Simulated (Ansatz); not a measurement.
# CaZnC2O6 (R-3): the host for defect calculations, part 3 of 4

Aim: the runs on the perfect crystal CaZnC2O6 (R-3) that a defect calculation needs first.

Ansatz 0.2.0; plane-wave PAW DFT, PBEsol; relaxation of the host's cell and atoms (the session's first sound run).

So far. Step 3 (Dielectric tensors of the host): The principal values of the electronic dielectric tensor are 2.61, 3.38 and 3.38. The principal values of the static dielectric tensor are 8.61, 10.54 and 10.54.

## 4. Defect free supercell relaxed from its symmetric sites

This cell, the one that will hold the defects, is built from the relaxed host. Its coarser k-points can move the atoms a little, so it is relaxed from the symmetric sites, as the reference for the test of stability.

This step: plane-wave PAW DFT, PBEsol; relaxation of the defect-free supercell from its symmetric sites (Ansatz 0.2.0).

System of this step: CaZnC2O6 (R-3). The cell holds 80 atoms: 8 Ca, 8 Zn, 16 C and 48 O. Cell: a = 11.991 Å, b = 11.991 Å, c = 11.991 Å, α = 47.3°, β = 47.3°, γ = 47.3°.

The input, pristine.symmetric/input.yaml:

```yaml
crystal:
  lattice:
    - [4.8097032692, 2.7768834447, 10.6271025705]
    - [-4.8097032692, 2.7768834447, 10.6271025705]
    - [0.0, -5.553766987, 10.627102545]
  atoms:
    - { symbol: Ca, position: [0.0, 0.0, 0.0] }
    - { symbol: Zn, position: [0.25, 0.25, 0.25] }
    - { symbol: C, position: [0.3788620824, 0.3788620824, 0.3788620824] }
    - { symbol: C, position: [0.1211379176, 0.1211379176, 0.1211379176] }
    - { symbol: O, position: [0.365255681, 0.0181924062, 0.250960244] }
    - { symbol: O, position: [0.250960244, 0.365255681, 0.0181924062] }
    - { symbol: O, position: [0.0181924062, 0.250960244, 0.365255681] }
    - { symbol: O, position: [0.134744319, 0.4818075938, 0.249039756] }
    - { symbol: O, position: [0.249039756, 0.134744319, 0.4818075938] }
    - { symbol: O, position: [0.4818075938, 0.249039756, 0.134744319] }
    - { symbol: Ca, position: [0.0, 0.0, 0.5] }
    - { symbol: Zn, position: [0.25, 0.25, 0.75] }
    - { symbol: C, position: [0.3788620824, 0.3788620824, 0.8788620824] }
    - { symbol: C, position: [0.1211379176, 0.1211379176, 0.6211379176] }
    - { symbol: O, position: [0.365255681, 0.0181924062, 0.750960244] }
    - { symbol: O, position: [0.250960244, 0.365255681, 0.5181924061] }
    - { symbol: O, position: [0.0181924062, 0.250960244, 0.865255681] }
    - { symbol: O, position: [0.134744319, 0.4818075938, 0.749039756] }
    - { symbol: O, position: [0.249039756, 0.134744319, 0.9818075938] }
    - { symbol: O, position: [0.4818075938, 0.249039756, 0.634744319] }
    - { symbol: Ca, position: [0.0, 0.5, 0.0] }
    - { symbol: Zn, position: [0.25, 0.75, 0.25] }
    - { symbol: C, position: [0.3788620824, 0.8788620824, 0.3788620824] }
    - { symbol: C, position: [0.1211379176, 0.6211379176, 0.1211379176] }
    - { symbol: O, position: [0.365255681, 0.5181924061, 0.250960244] }
    - { symbol: O, position: [0.250960244, 0.865255681, 0.0181924062] }
    - { symbol: O, position: [0.0181924062, 0.750960244, 0.365255681] }
    - { symbol: O, position: [0.134744319, 0.9818075938, 0.249039756] }
    - { symbol: O, position: [0.249039756, 0.634744319, 0.4818075938] }
    - { symbol: O, position: [0.4818075938, 0.749039756, 0.134744319] }
    - { symbol: Ca, position: [0.0, 0.5, 0.5] }
    - { symbol: Zn, position: [0.25, 0.75, 0.75] }
    - { symbol: C, position: [0.3788620824, 0.8788620824, 0.8788620824] }
    - { symbol: C, position: [0.1211379176, 0.6211379176, 0.6211379176] }
    - { symbol: O, position: [0.365255681, 0.5181924061, 0.750960244] }
    - { symbol: O, position: [0.250960244, 0.865255681, 0.5181924061] }
    - { symbol: O, position: [0.0181924062, 0.750960244, 0.865255681] }
    - { symbol: O, position: [0.134744319, 0.9818075938, 0.749039756] }
    - { symbol: O, position: [0.249039756, 0.634744319, 0.9818075938] }
    - { symbol: O, position: [0.4818075938, 0.749039756, 0.634744319] }
    - { symbol: Ca, position: [0.5, 0.0, 0.0] }
    - { symbol: Zn, position: [0.75, 0.25, 0.25] }
    - { symbol: C, position: [0.8788620824, 0.3788620824, 0.3788620824] }
    - { symbol: C, position: [0.6211379176, 0.1211379176, 0.1211379176] }
    - { symbol: O, position: [0.865255681, 0.0181924062, 0.250960244] }
    - { symbol: O, position: [0.750960244, 0.365255681, 0.0181924062] }
    - { symbol: O, position: [0.5181924061, 0.250960244, 0.365255681] }
    - { symbol: O, position: [0.634744319, 0.4818075938, 0.249039756] }
    - { symbol: O, position: [0.749039756, 0.134744319, 0.4818075938] }
    - { symbol: O, position: [0.9818075938, 0.249039756, 0.134744319] }
    - { symbol: Ca, position: [0.5, 0.0, 0.5] }
    - { symbol: Zn, position: [0.75, 0.25, 0.75] }
    - { symbol: C, position: [0.8788620824, 0.3788620824, 0.8788620824] }
    - { symbol: C, position: [0.6211379176, 0.1211379176, 0.6211379176] }
    - { symbol: O, position: [0.865255681, 0.0181924062, 0.750960244] }
    - { symbol: O, position: [0.750960244, 0.365255681, 0.5181924061] }
    - { symbol: O, position: [0.5181924061, 0.250960244, 0.865255681] }
    - { symbol: O, position: [0.634744319, 0.4818075938, 0.749039756] }
    - { symbol: O, position: [0.749039756, 0.134744319, 0.9818075938] }
    - { symbol: O, position: [0.9818075938, 0.249039756, 0.634744319] }
    - { symbol: Ca, position: [0.5, 0.5, 0.0] }
    - { symbol: Zn, position: [0.75, 0.75, 0.25] }
    - { symbol: C, position: [0.8788620824, 0.8788620824, 0.3788620824] }
    - { symbol: C, position: [0.6211379176, 0.6211379176, 0.1211379176] }
    - { symbol: O, position: [0.865255681, 0.5181924061, 0.250960244] }
    - { symbol: O, position: [0.750960244, 0.865255681, 0.0181924062] }
    - { symbol: O, position: [0.5181924061, 0.750960244, 0.365255681] }
    - { symbol: O, position: [0.634744319, 0.9818075938, 0.249039756] }
    - { symbol: O, position: [0.749039756, 0.634744319, 0.4818075938] }
    - { symbol: O, position: [0.9818075938, 0.749039756, 0.134744319] }
    - { symbol: Ca, position: [0.5, 0.5, 0.5] }
    - { symbol: Zn, position: [0.75, 0.75, 0.75] }
    - { symbol: C, position: [0.8788620824, 0.8788620824, 0.8788620824] }
    - { symbol: C, position: [0.6211379176, 0.6211379176, 0.6211379176] }
    - { symbol: O, position: [0.865255681, 0.5181924061, 0.750960244] }
    - { symbol: O, position: [0.750960244, 0.865255681, 0.5181924061] }
    - { symbol: O, position: [0.5181924061, 0.750960244, 0.865255681] }
    - { symbol: O, position: [0.634744319, 0.9818075938, 0.749039756] }
    - { symbol: O, position: [0.749039756, 0.634744319, 0.9818075938] }
    - { symbol: O, position: [0.9818075938, 0.749039756, 0.634744319] }
basis:
  ecutwfc: 420
  xc_grid: 2
hamiltonian:
  xc: pbesol
kpoints:
  mp_grid: { grid: [1, 1, 1], shift: [0.25, 0.25, 0.25] }
scf:
  occupations: { method: fermi_dirac, width: 0.01 }
  max_iter: 80
output:
  forces: true
relax:
  f_tol: 0.01
  max_steps: 60
  escape_saddle: false
checkpoint:
  write: "../pristine.symmetric.run"
  compress: false
  write_wavefunctions: false
  write_every: 100000
```

Run with:

```
$ ansatz run input.yaml --threads 4 --pin off --max-ram 7536MiB --backend cpu --events-out ev --progress --plain --runs-dir out
```

Numbers of over 12 decimals in the logs are rounded to 6 here.

The program printed:

```text
[...]
Crystal: 80 atoms, lattice volume = 851.613 Å³
Basis set: ecut = 420 eV, 16631 PW (Γ), exchange–correlation on 162×162×162 points (8 copies of the dense FFT grid, shifted against one another)
Bands: 344, of which v1, the nominal top of the filled ones, is band 264 counted from 1 (263 counted from 0)
Symmetry: 48 space group operations
[...]
k-points: 1
[...]
SCF iter   1: F=—  HF=-71495.009446 eV  |F-HF|=—  |Δ(HF+E_count)|=         —  Δρ=1.18e-2  dr2=8.58e-1  ethr=1.77e-3  ⟨swp⟩=6.0  Hψ=1447  notcnv=0  defer=38
[...]
SCF iter   7: F=-71494.764608 eV  HF=-71494.764608 eV  |F-HF|=4.65e-7  |Δ(HF+E_count)|=   1.57e-5  Δρ=8.69e-6  dr2=5.10e-7  ethr=4.73e-10  ⟨swp⟩=4.0  Hψ=1060  notcnv=0
SCF 1 converged in 7 iterations: F = -71494.764608 eV  dr2 = 5.10e-7
[...]
relax step   1: F+E_penalty+E_count = -71494.76460822 eV  Δ(F+E_penalty+E_count) = +0.000e0 eV  max|allowed force component| = 6.317e-3 eV/Å  Δτ_max = 0.0000 Å  (7 SCF iters, dr2 threshold 2.50e-6 eV, accepted)
[...]
SCF iter   3: F=-71494.764608 eV  HF=-71494.764608 eV  |F-HF|=4.39e-8  |Δ(HF+E_count)|=   2.47e-7  Δρ=2.63e-6  dr2=5.66e-8  ethr=1.89e-11  ⟨swp⟩=4.0  Hψ=956  notcnv=0
SCF 2 converged in 3 iterations: F = -71494.764608 eV  dr2 = 5.66e-8
relax step   2: F+E_penalty+E_count = -71494.76460838 eV  Δ(F+E_penalty+E_count) = -1.609e-7 eV  max|allowed force component| = 6.342e-3 eV/Å  Δτ_max = 0.0000 Å  (3 SCF iters, accepted)
SCF converged after 3 iterations
Free energy (F): -71494.764608 eV
[...]
Internal energy: -71494.764608 eV  (E = F + TS)
E sigma→0 (E₀):  -71494.764608 eV
Fermi energy:    7.646305 eV
[...]
--- Forces (eV/Å), atoms counted from 1 ---
  atom   1  Ca    -0.00000000     0.00000000     0.00000000
  atom   2  Zn    -0.00000000     0.00000000     0.00000000
  atom   3  C      0.00000000    -0.00000000     0.00436725
  atom   4  C      0.00000000     0.00000000    -0.00436725
  atom   5  O      0.00027290    -0.00634158    -0.00389747
  atom   6  O      0.00535553     0.00340713    -0.00389747
  atom   7  O     -0.00562842     0.00293446    -0.00389747
  atom   8  O     -0.00027290     0.00634158     0.00389747
  atom   9  O     -0.00535553    -0.00340713     0.00389747
  atom  10  O      0.00562842    -0.00293446     0.00389747
  atom  11  Ca     0.00000000     0.00000000     0.00000000
  atom  12  Zn     0.00000000     0.00000000    -0.00000000
  atom  13  C      0.00000000    -0.00000000     0.00436725
  atom  14  C     -0.00000000     0.00000000    -0.00436725
  atom  15  O      0.00027290    -0.00634158    -0.00389747
  atom  16  O      0.00535553     0.00340713    -0.00389747
  atom  17  O     -0.00562842     0.00293446    -0.00389747
  atom  18  O     -0.00027290     0.00634158     0.00389747
  atom  19  O     -0.00535553    -0.00340713     0.00389747
  atom  20  O      0.00562842    -0.00293446     0.00389747
  atom  21  Ca     0.00000000     0.00000000    -0.00000000
  atom  22  Zn     0.00000000     0.00000000     0.00000000
  atom  23  C     -0.00000000    -0.00000000     0.00436725
  atom  24  C      0.00000000     0.00000000    -0.00436725
  atom  25  O      0.00027290    -0.00634158    -0.00389747
  atom  26  O      0.00535553     0.00340713    -0.00389747
  atom  27  O     -0.00562842     0.00293446    -0.00389747
  atom  28  O     -0.00027290     0.00634158     0.00389747
  atom  29  O     -0.00535553    -0.00340713     0.00389747
  atom  30  O      0.00562842    -0.00293446     0.00389747
  atom  31  Ca    -0.00000000     0.00000000    -0.00000000
  atom  32  Zn    -0.00000000     0.00000000    -0.00000000
  atom  33  C     -0.00000000    -0.00000000     0.00436725
  atom  34  C      0.00000000     0.00000000    -0.00436725
  atom  35  O      0.00027290    -0.00634158    -0.00389747
  atom  36  O      0.00535553     0.00340713    -0.00389747
  atom  37  O     -0.00562842     0.00293446    -0.00389747
  atom  38  O     -0.00027290     0.00634158     0.00389747
  atom  39  O     -0.00535553    -0.00340713     0.00389747
  atom  40  O      0.00562842    -0.00293446     0.00389747
[...]
atom  69  O     -0.00535553    -0.00340713     0.00389747
  atom  70  O      0.00562842    -0.00293446     0.00389747
  atom  71  Ca    -0.00000000    -0.00000000     0.00000000
  atom  72  Zn     0.00000000    -0.00000000    -0.00000000
  atom  73  C     -0.00000000    -0.00000000     0.00436725
  atom  74  C      0.00000000     0.00000000    -0.00436725
  atom  75  O      0.00027290    -0.00634158    -0.00389747
  atom  76  O      0.00535553     0.00340713    -0.00389747
  atom  77  O     -0.00562842     0.00293446    -0.00389747
  atom  78  O     -0.00027290     0.00634158     0.00389747
  atom  79  O     -0.00535553    -0.00340713     0.00389747
  atom  80  O      0.00562842    -0.00293446     0.00389747
  max |Σ_I F_I| component: 1.86e-17 eV/Å
--- Relaxed structure (2 steps of the walk, 2 accepted, 0 SCFs on fresh bases) ---
  F+E_penalty+E_count = -71494.76460838 eV   max|allowed force component| = 6.342e-3 eV/Å
  atoms:
    - { symbol: Ca, position: [1.344410693720467e-18, 1.344410693720467e-18, 1.3444106937204666e-18] }
    - { symbol: Zn, position: [0.25, 0.25, 0.25] }
    - { symbol: C, position: [0.3788620824, 0.3788620824, 0.3788620824] }
    - { symbol: C, position: [0.121138, 0.121138, 0.1211379176] }
    - { symbol: O, position: [0.365256, 0.018192, 0.250960] }
    - { symbol: O, position: [0.250960, 0.365256, 0.018192] }
    - { symbol: O, position: [0.018192, 0.250960, 0.365256] }
    - { symbol: O, position: [0.134744, 0.481808, 0.249039756] }
    - { symbol: O, position: [0.249039756, 0.134744319, 0.481808] }
    - { symbol: O, position: [0.481808, 0.249039756, 0.134744] }
    - { symbol: Ca, position: [2.7755575615628914e-17, 2.7755575615628914e-17, 0.5] }
    - { symbol: Zn, position: [0.250000, 0.250000, 0.75] }
    - { symbol: C, position: [0.378862, 0.378862, 0.878862] }
    - { symbol: C, position: [0.121138, 0.121138, 0.6211379176] }
    - { symbol: O, position: [0.365256, 0.018192, 0.750960244] }
    - { symbol: O, position: [0.250960, 0.365256, 0.518192] }
    - { symbol: O, position: [0.018192, 0.250960, 0.865256] }
    - { symbol: O, position: [0.134744319, 0.481808, 0.749039756] }
    - { symbol: O, position: [0.249040, 0.134744, 0.981808] }
    - { symbol: O, position: [0.481808, 0.249039756, 0.634744319] }
    - { symbol: Ca, position: [0.0, 0.5, -2.7755575615628914e-17] }
    - { symbol: Zn, position: [0.25, 0.75, 0.250000] }
    - { symbol: C, position: [0.378862, 0.878862, 0.378862] }
    - { symbol: C, position: [0.121138, 0.6211379176, 0.1211379176] }
    - { symbol: O, position: [0.365256, 0.518192, 0.250960] }
    - { symbol: O, position: [0.250960, 0.865256, 0.018192] }
    - { symbol: O, position: [0.018192, 0.750960244, 0.365256] }
    - { symbol: O, position: [0.134744319, 0.981808, 0.249040] }
    - { symbol: O, position: [0.249040, 0.634744319, 0.481808] }
    - { symbol: O, position: [0.481808, 0.749039756, 0.134744] }
    - { symbol: Ca, position: [0.0, 0.5, 0.5] }
    - { symbol: Zn, position: [0.250000, 0.750000, 0.75] }
    - { symbol: C, position: [0.378862, 0.8788620824, 0.8788620824] }
    - { symbol: C, position: [0.121138, 0.6211379176, 0.6211379176] }
    - { symbol: O, position: [0.365256, 0.518192, 0.750960244] }
    - { symbol: O, position: [0.250960, 0.865256, 0.518192] }
    - { symbol: O, position: [0.018192, 0.750960244, 0.865255681] }
    - { symbol: O, position: [0.134744319, 0.981808, 0.749039756] }
    - { symbol: O, position: [0.249040, 0.634744, 0.981808] }
    - { symbol: O, position: [0.481808, 0.749040, 0.634744] }
    - { symbol: Ca, position: [0.5, 0.0, -2.7755575615628914e-17] }
    - { symbol: Zn, position: [0.75, 0.25, 0.250000] }
    - { symbol: C, position: [0.878862, 0.378862, 0.378862] }
    - { symbol: C, position: [0.6211379176, 0.121138, 0.1211379176] }
    - { symbol: O, position: [0.865255681, 0.018192, 0.250960] }
    - { symbol: O, position: [0.750960244, 0.365256, 0.018192] }
    - { symbol: O, position: [0.518192, 0.250960, 0.365256] }
    - { symbol: O, position: [0.634744319, 0.481808, 0.249040] }
    - { symbol: O, position: [0.749039756, 0.134744, 0.481808] }
    - { symbol: O, position: [0.981808, 0.249039756, 0.134744] }
    - { symbol: Ca, position: [0.5, 0.0, 0.5] }
    - { symbol: Zn, position: [0.750000, 0.250000, 0.75] }
    - { symbol: C, position: [0.8788620824, 0.378862, 0.8788620824] }
    - { symbol: C, position: [0.6211379176, 0.121138, 0.6211379176] }
    - { symbol: O, position: [0.865255681, 0.018192, 0.750960244] }
    - { symbol: O, position: [0.750960244, 0.365256, 0.518192] }
    - { symbol: O, position: [0.518192, 0.250960, 0.865255681] }
    - { symbol: O, position: [0.634744319, 0.481808, 0.749040] }
    - { symbol: O, position: [0.749039756, 0.134744, 0.981808] }
    - { symbol: O, position: [0.981808, 0.249040, 0.634744319] }
    - { symbol: Ca, position: [0.5, 0.5, -5.551115123125783e-17] }
    - { symbol: Zn, position: [0.750000, 0.750000, 0.250000] }
    - { symbol: C, position: [0.878862, 0.878862, 0.378862] }
    - { symbol: C, position: [0.6211379176, 0.6211379176, 0.121138] }
    - { symbol: O, position: [0.865255681, 0.518192, 0.250960] }
    - { symbol: O, position: [0.750960, 0.865256, 0.018192] }
    - { symbol: O, position: [0.518192, 0.750960, 0.365256] }
    - { symbol: O, position: [0.634744319, 0.981808, 0.249040] }
    - { symbol: O, position: [0.749039756, 0.634744319, 0.481808] }
    - { symbol: O, position: [0.981808, 0.749039756, 0.134744] }
    - { symbol: Ca, position: [0.5, 0.5, 0.5] }
    - { symbol: Zn, position: [0.750000, 0.750000, 0.75] }
    - { symbol: C, position: [0.8788620824, 0.8788620824, 0.878862] }
    - { symbol: C, position: [0.6211379176, 0.6211379176, 0.6211379176] }
    - { symbol: O, position: [0.865255681, 0.518192, 0.750960] }
    - { symbol: O, position: [0.750960244, 0.865255681, 0.518192] }
    - { symbol: O, position: [0.518192, 0.750960244, 0.865255681] }
    - { symbol: O, position: [0.634744319, 0.981808, 0.749040] }
    - { symbol: O, position: [0.749040, 0.634744319, 0.981808] }
    - { symbol: O, position: [0.981808, 0.749040, 0.634744] }
```

It took 9.1 s on 4 threads of Arm Neoverse V2, shared host; peak memory 1.8 GiB; 34 s of CPU time.

Hardly anything moved in the relaxation; the energy changed by under 0.2 meV an atom.

[end of part 3 of 4]

[Logs are printed without paths, hosts, clocks, repeated set-up lines and the standing remarks that a program may print on its own settings, such as how far it seeks lower states.]

[Hosts, paths, dates, database ids (printed as entryN), source tags and the programs' standing remarks are cut or masked in the printed files.]

[Runs of the host that timed out are not shown.]

[For some hosts the program warned that the k-mesh of the response run may be too coarse for force constants and the static dielectric constant; such warnings are not always shown.]
